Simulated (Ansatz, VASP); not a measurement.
# Cross-check of Sn (linear Sn chain) between VASP and Ansatz

One calculation is typed for both programs; each brings its own data sets. How far apart do they land? The cell is taken from a series of runs on this material, whose earlier steps may have relaxed, scaled, displaced or heated it; both programs get it as it stands.

Method: plane waves, with VASP 6.6.1 beside it; single point at PBE, in Ansatz 0.2.0.

## Step 1: Starting point

The cell holds 1 atom: 1 Sn. Cell: a = 7.500 Å, b = 7.500 Å, c = 3.624 Å, α = 90.0°, β = 90.0°, γ = 90.0°. Vacuum lies along a and b. The structure's axis is c.

As a file:

```cif
data_structure
_symmetry_space_group_name_H-M 'P 1'
_symmetry_Int_Tables_number 1
_cell_length_a 7.5000
_cell_length_b 7.5000
_cell_length_c 3.6237
_cell_angle_alpha 90.000
_cell_angle_beta 90.000
_cell_angle_gamma 90.000
_cell_volume 203.83
loop_
_atom_site_label
_atom_site_type_symbol
_atom_site_fract_x
_atom_site_fract_y
_atom_site_fract_z
_atom_site_occupancy
Sn1 Sn 0.50000 0.50000 0.00000 1
```

## Step 2: Ansatz: single point, PBE

Ansatz runs on its default PAW (the set named soft_2) files.

With cell and atoms fixed, the geometry can't cause a difference; cores, projectors, grids and the points listed under the comparison can.

File input.yaml:

```yaml
crystal:
  lattice:
    - [7.5, 0.0, 0.0]
    - [0.0, 7.5, 0.0]
    - [0.0, 0.0, 3.6236779154]
  atoms:
    - { symbol: Sn, position: [0.5, 0.5, 0.0], spin: 0.5 }
magnetization:
  spin_polarized: true
kpoints:
  mp_grid: { grid: [1, 1, 23] }
scf:
  occupations: { method: fermi_dirac, width: 0.05 }
hamiltonian:
  xc: pbe
output:
  transmission:
    e_range: [-2, 2]
    de: 0.035
    kmesh: [1, 1]
    reduced_basis: true
    leads: [[0, 0]]
  stress: true
```

Started as:

```console
ansatz run input.yaml --threads 4 --pin off --max-ram 8192MiB --backend cpu --events-out ev --progress --plain --runs-dir out
```

Numbers of over 12 decimals in the logs are rounded to 6 here.

Output:

```text
Engine: ansatz 0.2.0, aarch64-unknown-linux-gnu
Pseudopotentials: kind: paw
Pseudopotential: Sn, paw, valence charge 14, recommended cutoff 420 eV (normal), Sn.paw.azcp
Functional definition: PBE
  parameter kappa = 0.804
  parameter beta = 0.066725
  exchange = pbe_x(kappa = kappa, mu = beta*pi^2/3)
  correlation = pbe_c(beta = beta)
Crystal: 1 atoms, lattice volume = 203.832 Å³
Basis set: ecut = 420 eV, 3949 PW (Γ)
Bands: 12, of which v1, the nominal top of the filled ones, is band 7 counted from 1 (6 counted from 0)
Symmetry: 16 space group operations
Space group: P4/mmm (ITA 123), of the structure as read, at distance tolerance 5.9e-5 Å
Magnetic group: BNS 123.339 (UNI 999), of the structure as read, at distance tolerance 5.9e-5 Å
k-points: 12 of 23
Non-local potential: Sn, projectors of the file, l = 0: 2, l = 1: 2, l = 2: 2, l = 3: 2
PAW form: soft (Blöchl's): semilocal exchange-correlation on the pseudo side does not see the compensation charge
PAW one-centre angular grid: Sn, 590 points (default); XC on 64 Gauss nodes
Initial density: superposition of atomic densities (neutral atoms: chi_scale 0, normalization atom)
Starting moments: Σ|m| = 0.5 μB on 1 of 1 site
Initial wavefunctions: pseudopotential atomic-orbital guess
Functional: x = pbe(κ = 0.804, μ = 0.219515), c = pbe(β = 0.066725)
iter 1 solved again at ethr=9.20e-4 eV; its pass at ethr=3.10e-3 eV (dr2=1.29e-1 eV) is discarded
SCF iter   1: F=—  HF=-6022.038042 eV  |F-HF|=—  |Δ(HF+E_count)|=         —  Δρ=9.46e-3 (↑9.46e-3 ↓9.10e-3)  dr2=1.32e-1  dr2_m=1.49e-1  M=0.209 μB ∫|m|=0.209 μB  β_m=0.30  ethr=9.20e-4  ⟨swp⟩=1.0  Hψ=2458  notcnv=0
preconditioner: auto → LDOS  [metal: Δε(μ)=0.023 eV  Ē_g=6.998 eV  σ=0.050 eV  W_gap=0.11  n_scr=14 (ndim 8)  ℏωp=5.2 eV  f_vac=0.612  D(μ)=3.62/eV (n_scr^D=14)]
spin=Collinear: LDOS preconditioning applied to the charge; magnetization (m = ρ↑ − ρ↓) channel mixes plain (no charge-response kernel on spin).
SCF iter   2: F=—  HF=-6022.033688 eV  |F-HF|=—  |Δ(HF+E_count)|=   4.35e-3  Δρ=6.64e-3 (↑6.64e-3 ↓6.43e-3)  dr2=7.17e-2  dr2_m=7.37e-2  M=0.230 μB ∫|m|=0.230 μB  β_m=0.30  ethr=9.20e-4  ⟨swp⟩=2.0  Hψ=336  notcnv=0
SCF iter   3: F=—  HF=-6022.024958 eV  |F-HF|=—  |Δ(HF+E_count)|=   8.73e-3  Δρ=4.60e-3 (↑4.42e-3 ↓4.60e-3)  dr2=3.37e-3  dr2_m=3.70e-2  M=0.226 μB ∫|m|=0.226 μB  β_m=0.30  ethr=5.12e-4  ⟨swp⟩=2.0  Hψ=450  notcnv=0
SCF iter   4: F=—  HF=-6022.031190 eV  |F-HF|=—  |Δ(HF+E_count)|=   6.23e-3  Δρ=3.16e-3 (↑3.13e-3 ↓3.16e-3)  dr2=1.21e-3  dr2_m=1.83e-2  M=0.243 μB ∫|m|=0.243 μB  β_m=0.30  ethr=2.41e-5  ⟨swp⟩=2.1  Hψ=441  notcnv=0
SCF iter   5: F=—  HF=-6022.033901 eV  |F-HF|=—  |Δ(HF+E_count)|=   2.71e-3  Δρ=2.24e-3 (↑2.24e-3 ↓2.18e-3)  dr2=4.54e-5  dr2_m=9.10e-3  M=0.254 μB ∫|m|=0.254 μB  β_m=0.30  ethr=8.61e-6  ⟨swp⟩=2.0  Hψ=434  notcnv=0
SCF iter   6: F=—  HF=-6022.035031 eV  |F-HF|=—  |Δ(HF+E_count)|=   1.13e-3  Δρ=1.56e-3 (↑1.55e-3 ↓1.56e-3)  dr2=1.54e-5  dr2_m=4.53e-3  M=0.268 μB ∫|m|=0.268 μB  β_m=0.30  ethr=3.24e-7  ⟨swp⟩=2.4  Hψ=547  notcnv=0
SCF iter   7: F=—  HF=-6022.035719 eV  |F-HF|=—  |Δ(HF+E_count)|=   6.88e-4  Δρ=1.11e-3 (↑1.09e-3 ↓1.11e-3)  dr2=4.88e-6  dr2_m=2.26e-3  M=0.284 μB ∫|m|=0.284 μB  β_m=1.00  ethr=1.10e-7  ⟨swp⟩=2.0  Hψ=470  notcnv=0
SCF iter   8: F=—  HF=-6022.036852 eV  |F-HF|=—  |Δ(HF+E_count)|=   1.13e-3  Δρ=3.03e-4 (↑3.03e-4 ↓2.97e-4)  dr2=9.92e-6  dr2_m=1.67e-4  M=0.342 μB ∫|m|=0.342 μB  β_m=1.00  ethr=3.49e-8  ⟨swp⟩=3.0  Hψ=523  notcnv=0
SCF iter   9: F=—  HF=-6022.038466 eV  |F-HF|=—  |Δ(HF+E_count)|=   1.61e-3  Δρ=3.82e-4 (↑3.82e-4 ↓3.75e-4)  dr2=7.65e-5  dr2_m=2.61e-4  M=0.414 μB ∫|m|=0.414 μB  β_m=1.00  ethr=3.49e-8  ⟨swp⟩=3.0  Hψ=525  notcnv=0
[...]
SCF iter  15: F=—  HF=-6022.071715 eV  |F-HF|=—  |Δ(HF+E_count)|=   8.40e-3  Δρ=8.23e-4 (↑8.23e-4 ↓6.61e-4)  dr2=1.45e-3  dr2_m=9.46e-4  M=1.143 μB ∫|m|=1.143 μB  β_m=1.00  ethr=3.49e-8  ⟨swp⟩=5.0  Hψ=701  notcnv=0
SCF iter  16: F=—  HF=-6022.077852 eV  |F-HF|=—  |Δ(HF+E_count)|=   6.14e-3  Δρ=6.88e-4 (↑6.88e-4 ↓4.67e-4)  dr2=1.82e-3  dr2_m=5.25e-4  M=1.233 μB ∫|m|=1.233 μB  β_m=0.30  ethr=3.49e-8  ⟨swp⟩=4.7  Hψ=697  notcnv=0
Mixer restart at iter 16: flushing history
spin-set hold released at iteration 16 (site moments' squared step at or under half its running peak, from the soft ceiling on): the magnetisation degrees of freedom join the quasi-Newton model from the next iteration; the mixer history was flushed
SCF iter  17: F=—  HF=-6022.078863 eV  |F-HF|=—  |Δ(HF+E_count)|=   1.01e-3  Δρ=6.08e-4 (↑6.08e-4 ↓3.89e-4)  dr2=1.24e-3  dr2_m=4.03e-4  M=1.250 μB ∫|m|=1.250 μB  β_m=0.51  ethr=3.49e-8  ⟨swp⟩=3.3  Hψ=589  notcnv=0
SCF iter  18: F=—  HF=-6022.081334 eV  |F-HF|=—  |Δ(HF+E_count)|=   2.47e-3  Δρ=1.76e-4 (↑1.76e-4 ↓8.75e-5)  dr2=2.07e-4  dr2_m=1.88e-5  M=1.290 μB ∫|m|=1.290 μB  β_m=0.67  ethr=3.49e-8  ⟨swp⟩=4.5  Hψ=742  notcnv=0
SCF iter  19: F=—  HF=-6022.081393 eV  |F-HF|=—  |Δ(HF+E_count)|=   5.94e-5  Δρ=8.71e-5 (↑5.28e-5 ↓8.71e-5)  dr2=1.37e-5  dr2_m=7.95e-6  M=1.297 μB ∫|m|=1.297 μB  β_m=0.83  ethr=3.49e-8  ⟨swp⟩=3.0  Hψ=588  notcnv=0  defer=1
SCF iter  20: F=—  HF=-6022.081424 eV  |F-HF|=—  |Δ(HF+E_count)|=   3.13e-5  Δρ=2.40e-5 (↑2.40e-5 ↓1.07e-5)  dr2=2.94e-6  dr2_m=3.10e-7  M=1.294 μB ∫|m|=1.294 μB  β_m=0.80  ethr=3.49e-8  ⟨swp⟩=2.0  Hψ=534  notcnv=0  defer=1
SCF iter  21: F=—  HF=-6022.081425 eV  |F-HF|=—  |Δ(HF+E_count)|=   5.68e-7  Δρ=4.28e-6 (↑3.41e-6 ↓4.28e-6)  dr2=1.27e-8  dr2_m=2.52e-8  M=1.295 μB ∫|m|=1.295 μB  β_m=0.90  ethr=7.14e-10  ⟨swp⟩=5.3  Hψ=1514  notcnv=0
SCF iter  22: F=—  HF=-6022.081425 eV  |F-HF|=—  |Δ(HF+E_count)|=   1.06e-7  Δρ=4.32e-7 (↑4.16e-7 ↓4.32e-7)  dr2=3.62e-10  dr2_m=2.77e-10  M=1.295 μB ∫|m|=1.295 μB  β_m=0.95  ethr=9.04e-11  ⟨swp⟩=5.1  Hψ=1164  notcnv=0
SCF iter  23: F=-6022.081425 eV  HF=-6022.081425 eV  |F-HF|=3.64e-11  |Δ(HF+E_count)|=   1.75e-9  Δρ=7.09e-8 (↑7.09e-8 ↓5.77e-8)  dr2=3.89e-11  dr2_m=2.04e-12  M=1.295 μB ∫|m|=1.295 μB  ethr=2.59e-12  ⟨swp⟩=3.5  Hψ=778  notcnv=0
SCF 1 converged in 23 iterations: F = -6022.081425 eV  dr2 = 3.89e-11
  greatest PAW one-centre occupation: 0.992 electrons in one spin orbital (limit 2), on the Sn atom at site 0 (counted from 0), in its partial waves of l = 2
transmission: 10 of 60 steps passed
transmission: 15 of 60 steps passed
[...]
transmission: 60 of 60 steps passed
SCF converged after 23 iterations
Magnetization: 1.2948 μB (7.6474 up, 6.3526 down)
Absolute magnetization: 1.3015 μB (∫|ρ↑−ρ↓|, with the PAW one-centre terms)
Spin contamination: 0.0010 ħ² per cell (⟨S²⟩ above its minimum at these occupations)
Per-site moments (μB) at R_I (Å): [(0.674485, 1.494767)]
Free energy (F): -6022.081425 eV
Harris-Foulkes:  -6022.081425 eV  (|F-HF|=3.64e-11)
Internal energy: -6022.071771 eV  (E = F + TS)
E sigma→0 (E₀):  -6022.076598 eV
Entropy (-TS):   -0.009654 eV (-9.654 meV/atom)
Fermi energy:    -1.737045 eV
--- Per-component energies (eV) ---
  E_band       = -256.884360
  E_kinetic    = 183.095653
  E_local      = -2264.077534  (includes V_loc(G=0)·N_el)
  E_nonlocal   = -33.052530
  E_hartree    = 1150.417865
  E_xc         = -380.384529
  E_vxc        = -92.703461  (∫ρ·V_xc dr)
  E_paw        = -4133.614137  (= ΣΔE_a)
  E_vpaw       = -350.982234  (= ΣTr[D̂ρ^β])
  E_aug_tail   = -0.000000  (compensation charges beyond the density's cutoff)
  E_ewald      = -544.456558
  E_smearing   = -0.009654  (= −TS)
  E_closure    = 0.000000  (closes the sum)
  Σ components = -6022.081425   (vs F -6022.081425, Δ=0.00e0)
--- Stress (GPa, compression-positive) ---
        0.154112      -0.000000       0.000000
       -0.000000       0.154112       0.000000
        0.000000       0.000000      -2.498783
  P = ⅓ Tr σ = -0.7302 GPa (-7.302 kbar)
--- Band table (eV; the first three rows and the last of 24) ---
  k-point 0 ↑: bands = [... 3 lower, -23.5433, -23.5433, -9.3183, -2.5291, -2.5291, 0.7064, 2.0442, 2.1971, ... 1 higher]
  k-point 1 ↑: bands = [... 3 lower, -23.5437, -23.5437, -9.3005, -2.5108, -2.5108, 0.7246, 1.9794, 2.0654, ... 1 higher]
  k-point 2 ↑: bands = [... 3 lower, -23.5448, -23.5440, -9.2476, -2.4565, -2.4565, 0.7707, 1.4554, 2.1290, ... 1 higher]
  k-point 11 ↓: bands = [... 3 lower, -23.4756, -23.4143, -7.1179, -2.9852, -0.0593, -0.0593, 3.8743, 3.8743, ... 1 higher]
--- Transmission ---
  basis      : 497 plane waves across, 5 finite elements along
  points     : 1, standing for a mesh of 1 x 1
  filling    : by the input's occupations and mesh, since the crystals that have channels conduct as metals do. If one of these is a semiconductor, that mesh has misplaced its level
  energies   : 115 from -2.000000 to 1.990000 eV about the Fermi level, 0.035000 eV apart; the leads are filled to 0.000000 eV, and channels, transmission and decay are at -0.005000 eV
  crystal 0  : Sn1, at the sites [0, 0], period 3.6237 Å: whole cells are its period
    offset         : up to 0.0000 Å between an atom of the period and one for which it stands
    filled         : 5.9 meV under the level at which it is neutral
    channels       : 3.000000e0 up, 1.000000e0 down
    conductance    : 2.7556e14 S/m² at 300 K; may be off by some 0.0 % by where its bands' edges are placed, 0.0 % from the distance to neutral
```

## Step 3: VASP: single point, PBE

The same cell, functional, mesh and smearing now go to VASP, with its own data sets.

Lines of VASP's logs that name or quote its potential files are left out, and so is its time.

File INCAR:

```
SYSTEM = Sn
PREC = Accurate
ENCUT = 500
EDIFF = 1E-06
NELM = 200
ISMEAR = -1
SIGMA = 0.05
LREAL = .FALSE.
ALGO = Normal
GGA = PE
NBANDS = 14
ISPIN = 2
MAGMOM = 0.67
LORBIT = 11
LWAVE = .FALSE.
LCHARG = .FALSE.
ISIF = 2
LASPH = .TRUE.
GGA_COMPAT = .FALSE.
```

File POSCAR:

```
Sn
1.0
    7.5000000000      0.0000000000      0.0000000000
    0.0000000000      7.5000000000      0.0000000000
    0.0000000000      0.0000000000      3.6236779154
Sn
1
Direct
    0.5000000000      0.5000000000      0.0000000000
```

File KPOINTS:

```
Automatic mesh
0
Gamma
1 1 23
0 0 0
```

Potentials, in the order of the species: Sn_d (PBE family, release 64).

Started as:

```console
mpirun -np 1 vasp_std
```

Output:

```text
[banner, memory and clock lines left out]
running    1 mpi-ranks, on    1 nodes
 distrk:  each k-point on    1 cores,    1 groups
 distr:  one band on    1 cores,    1 groups

 POSCAR found type information on POSCAR Sn
 POSCAR found :  1 types and       1 ions
 LDA part: xc-table for (Slater+PW92), standard interpolation
 POSCAR, INCAR and KPOINTS ok, starting setup
 FFT: planning ... GRIDC
 FFT: planning ... GRID_SOFT
 FFT: planning ... GRID
 WAVECAR not read
 entering main loop
       N       E                     dE             d eps       ncg     rms          rms(c)
DAV:   1     0.642275132780E+02    0.64228E+02   -0.61412E+03   776   0.706E+02
DAV:   2     0.300907802052E+01   -0.61218E+02   -0.59300E+02   768   0.177E+02
DAV:   3    -0.150881531106E+01   -0.45179E+01   -0.44826E+01   828   0.584E+01
DAV:   4    -0.164539902892E+01   -0.13658E+00   -0.13620E+00   784   0.114E+01
DAV:   5    -0.165234335698E+01   -0.69443E-02   -0.69442E-02  1026   0.241E+00    0.340E+00
DAV:   6    -0.158836114262E+01    0.63982E-01   -0.85390E-02   684   0.244E+00    0.121E+00
DAV:   7    -0.168182238736E+01   -0.93461E-01   -0.26640E-02   684   0.988E-01    0.345E-01
DAV:   8    -0.168081916411E+01    0.10032E-02   -0.16863E-02   672   0.646E-01    0.255E-01
DAV:   9    -0.168427280979E+01   -0.34536E-02   -0.45788E-03   708   0.407E-01    0.233E-01
DAV:  10    -0.169882272747E+01   -0.14550E-01   -0.32652E-03   690   0.350E-01    0.204E-01
DAV:  11    -0.171228977942E+01   -0.13467E-01   -0.15357E-02   672   0.928E-01    0.227E-01
DAV:  12    -0.171548505880E+01   -0.31953E-02   -0.39585E-03   672   0.537E-01    0.618E-02
DAV:  13    -0.171566028451E+01   -0.17523E-03   -0.30201E-04   672   0.117E-01    0.209E-02
DAV:  14    -0.171554230618E+01    0.11798E-03   -0.11263E-04   684   0.726E-02    0.422E-02
DAV:  15    -0.171564590271E+01   -0.10360E-03   -0.23153E-05   672   0.358E-02    0.363E-02
DAV:  16    -0.171577774913E+01   -0.13185E-03   -0.59941E-05   684   0.531E-02    0.371E-03
DAV:  17    -0.171579634226E+01   -0.18593E-04   -0.68729E-06   672   0.150E-02    0.521E-03
DAV:  18    -0.171581594808E+01   -0.19606E-04   -0.16081E-06   588   0.602E-03    0.381E-03
DAV:  19    -0.171581946942E+01   -0.35213E-05   -0.11303E-06   678   0.659E-03    0.634E-04
DAV:  20    -0.171582038611E+01   -0.91669E-06   -0.10539E-07   582   0.206E-03
   1 F= -.17158204E+01 E0= -.17109955E+01  d E =-.964982E-02  mag=     1.2952
```

OUTCAR, selected parts (step 3):

```text
ion  position               nearest neighbor table
   1  0.500  0.500  0.000-

  LATTYP: Found a simple tetragonal cell.
 ALAT       =     7.5000000000
 C/A-ratio  =     0.4831570554

 Subroutine GETGRP returns: Found 16 space group operations
 (whereof 16 operations were pure point group operations)

The static configuration has the point symmetry D_4h.

 Found     12 irreducible k-points:

   k-points           NKPTS =     12   k-points in BZ     NKDIM =     12   number of bands    NBANDS=     14

   dimension x,y,z NGX =    56 NGY =   56 NGZ =   28
   dimension x,y,z NGXF=   112 NGYF=  112 NGZF=   56

   ENCUT  =  500.0 eV  36.75 Ry    6.06 a.u.  13.67 13.67  6.61*2*pi/ulx,y,z

   NELECT =      14.0000    total number of electrons

 k-points in reciprocal lattice and weights: Automatic mesh
   0.00000000  0.00000000  0.00000000       0.043
   0.00000000  0.00000000  0.04347826       0.087
   0.00000000  0.00000000  0.08695652       0.087
   0.00000000  0.00000000  0.13043478       0.087
   0.00000000  0.00000000  0.17391304       0.087
   0.00000000  0.00000000  0.21739130       0.087
   0.00000000  0.00000000  0.26086957       0.087
   0.00000000  0.00000000  0.30434783       0.087
   0.00000000  0.00000000  0.34782609       0.087
   0.00000000  0.00000000  0.39130435       0.087
   0.00000000  0.00000000  0.43478261       0.087
   0.00000000  0.00000000  0.47826087       0.087

 average (electrostatic) potential at core
       1-109.5867

 E-fermi :  -2.1089

 spin component 1
 k-point     1 :       0.0000    0.0000    0.0000
  band No.  band energies     occupation
    ...
      4     -23.9149      1.00000
      5     -23.9149      1.00000
      6      -9.6896      1.00000
      7      -2.9005      1.00000
      8      -2.9005      1.00000
      9       0.3343      0.00000
     10       1.6696      0.00000
     11       1.8239      0.00000
     12       3.1581      0.00000
     13       3.5801      0.00000
    ...

 k-point     2 :       0.0000    0.0000    0.0435
  band No.  band energies     occupation
    ...
      4     -23.9153      1.00000
      5     -23.9153      1.00000
      6      -9.6718      1.00000
      7      -2.8822      1.00000
      8      -2.8822      1.00000
      9       0.3525      0.00000
     10       1.6066      0.00000
     11       1.6908      0.00000
     12       3.1787      0.00000
     13       3.5991      0.00000
    ...

 k-point     3 :       0.0000    0.0000    0.0870
  band No.  band energies     occupation
    ...
      4     -23.9164      1.00000
      5     -23.9136      1.00000
      6      -9.6189      1.00000
      7      -2.8280      1.00000
      8      -2.8280      1.00000
      9       0.3984      0.00000
     10       1.0834      0.00000
     11       1.7545      0.00000
     12       3.2405      0.00000
     13       3.6554      0.00000
    ...

 k-point     4 :       0.0000    0.0000    0.1304
  band No.  band energies     occupation
    ...
      4     -23.9182      1.00000
      5     -23.9079      1.00000
      6      -9.5318      1.00000
      7      -2.7389      1.00000
      8      -2.7389      1.00000
      9       0.2682      0.00000
     10       0.6367      0.00000
     11       1.8605      0.00000
     12       3.3435      0.00000
     13       3.7460      0.00000
    ...

 k-point     5 :       0.0000    0.0000    0.1739
  band No.  band energies     occupation
    ...
      4     -23.9205      1.00000
      5     -23.9005      1.00000
      6      -9.4122      1.00000
      7      -2.6174      0.99996
      8      -2.6174      0.99996
      9      -0.3883      0.00000
     10       0.7188      0.00000
     11       2.0088      0.00000
     12       3.4873      0.00000
     13       3.8633      0.00000
    ...

 k-point     6 :       0.0000    0.0000    0.2174
  band No.  band energies     occupation
    ...
      4     -23.9231      1.00000
      5     -23.8920      1.00000
      6      -9.2634      1.00000
      7      -2.4670      0.99922
      8      -2.4670      0.99922
      9      -1.0932      0.00000
     10       0.9012      0.00000
     11       2.1992      0.00000
     12       3.6717      0.00000
     13       3.9861      0.00000
    ...

  Total        0.1867807      0.1867807     -3.1837903      0.0000000      0.0000000      0.0000000
  in kB        1.4681499      1.4681499    -25.0255092      0.0000000      0.0000000      0.0000000
  external PRESSURE =      -7.3630698 kB  Pullay stress =       0.0000000 kB

  energy-cutoff  :      500.00
  volume of cell :      203.83
      direct lattice vectors                 reciprocal lattice vectors
     7.500000000  0.000000000  0.000000000     0.133333333  0.000000000  0.000000000
     0.000000000  7.500000000  0.000000000     0.000000000  0.133333333  0.000000000
     0.000000000  0.000000000  3.623677915     0.000000000  0.000000000  0.275962716

 POSITION                                       TOTAL-FORCE (eV/Angst)
 -----------------------------------------------------------------------------------
      3.75000      3.75000      0.00000         0.000000      0.000000      0.000000
 -----------------------------------------------------------------------------------
    total drift:                                0.000000      0.000000      0.000000

  FREE ENERGIE OF THE ION-ELECTRON SYSTEM (eV)
  ---------------------------------------------------
  free  energy   TOTEN  =        -1.7158203861 eV

  energy  without entropy=       -1.7061705640  energy(sigma->0) =       -1.71099548

 total charge
# of ion       s       p       d       tot
------------------------------------------
    1        1.330   0.747   9.924  12.000

 magnetization (x)
# of ion       s       p       d       tot
------------------------------------------
    1        0.000   0.471   0.001   0.473

[... 6 further parts left out ...]
```

## Step 4: Differences

Known differences besides the potentials themselves: VASP starts from the moments at which Ansatz ended; the cutoff is 420 eV in Ansatz and 500 eV in VASP; site moments are counted in spheres of each program's own size. Total energies have different zeros and are not compared.

The two programs side by side:

```csv
quantity,Ansatz,VASP,difference
pressure (GPa),-0.73,-0.74,+0.01
total moment (μB),1.29,1.30,0.00
moment on Sn1 (μB),0.67,0.47,+0.20
```

## Step 5: Summary of results

```
difference in total moment (single point, PBE) : -4.2e-4 μB
```

In words: The difference in total moment is -4.2e-4 μB (single point, PBE). Such differences can come from data sets, numerical settings and the points named under the comparisons, not from the functional's error against experiment.

[Lines on the potential files, build, host, timing and source positions are cut from VASP's logs without a mark.]

[Logs are printed without paths, hosts, clocks, repeated set-up lines and the standing remarks that a program may print on its own settings, such as how far it seeks lower states.]

[Hosts, paths, dates, database ids (printed as entryN), source tags and the programs' standing remarks are cut or masked in the printed files.]
